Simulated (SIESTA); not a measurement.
**NaI under changes of volume**

One of the cells (33.899 Å³/atom); the others are scaled copies at fixed shape and fractional positions:

```
I Na
1.0
     0.00000    3.23640    3.23640
     3.23640    0.00000    3.23640
     3.23640    3.23640    0.00000
I Na
1 1
Cartesian
  3.2364 3.2364 3.2364
  0.0000 0.0000 0.0000
```

- Program: SIESTA 5.4.2
- Functional: PBEsol
- Potentials or basis: PseudoDojo 0.4 standard (PBEsol files)
- Basis: DZP (energy shift 0.003 Ry; two zetas on semicore shells)
- Grid cutoff: 800 Ry
- Energy shift: 0.003 Ry
- k mesh: 7 × 7 × 7
- Occupations: fermi-dirac, width 0.05 eV
- Spin: no spin polarisation

| volume (Å³/atom) | energy over the lowest point (meV/atom) | pressure (GPa) | gap on the mesh (eV) |
| --- | --- | --- | --- |
| 31.865 | ? | ? | ? |
| 32.543 | 0.68 | 0.4 | 3.76 |
| 33.221 | 0.00 | 0.0 | 3.70 |
| 33.899 | 0.81 | -0.4 | 3.64 |
| 34.577 | 3.26 | -0.7 | 3.59 |
| 35.255 | 6.61 | -0.9 | 3.54 |
| 35.933 | 11.04 | -1.2 | 3.50 |

Problem. What does the run at 31.865 Å³/atom give?

Solution. Energy over the lowest point 3.04 meV/atom; pressure 0.8 GPa; gap on the mesh 3.82 eV.

Worked out: A Birch-Murnaghan fit of order 3 (a polynomial in V^(-2/3)) to the other rows has its minimum at 33.16 Å³/atom with B0 = V·E''(V) = 19.4 GPa (rough, since the energies scatter). It gives 3.39 meV/atom at 31.865 Å³/atom, against the run's 3.04, and -dE/dV = 0.9 GPa, against 0.8. A straight line through the other rows of the gap, of slope -2.64 eV per unit of ln V (its deformation potential), extrapolates to 3.81 eV, against the run's 3.82.

Energies are extrapolated to zero smearing.

Caveats: spin-orbit coupling is left out, which moves the levels of the heavy elements; the basis of atomic orbitals isn't converged, which shifts pressures, moduli and gaps.
